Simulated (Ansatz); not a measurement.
Results of r²SCAN+SOC in Ansatz (plane waves, PAW) for zinc-blende AlSb.

Run with plane-wave cutoff 560 eV, 10×10×10 k mesh, Fermi–Dirac smearing 0.01 eV, PAW data made under PBE.

Response to compression and expansion:

| V (Å³/atom) | P (GPa) | direct gap at Γ (eV) | smallest gap on the k mesh (eV) |
|---|---|---|---|
| 27.689 | 3.94 | 2.363 | 1.207 |
| 28.278 | 2.48 | 2.181 | 1.247 |
| 28.867 | 1.18 | 2.005 | 1.284 |
| 29.456 | 0.00 | 1.835 | 1.316 |
| 30.045 | -1.05 | 1.671 | 1.338 |
| 30.634 | -2.00 | 1.512 | 1.359 |
| 31.224 | -2.85 | 1.359 | 1.312 |

The fundamental gap (1.30 eV at the equilibrium volume, with added k points) lies elsewhere than Γ–Γ.

Measured, for comparison: band gap 1.73 eV (zero-point renormalisation of 35 meV (experimental, the table's column) added back, indirect; as tabulated in Miglio et al. (2020), arXiv:2011.12765).

Ansatz is an electronic-structure program.
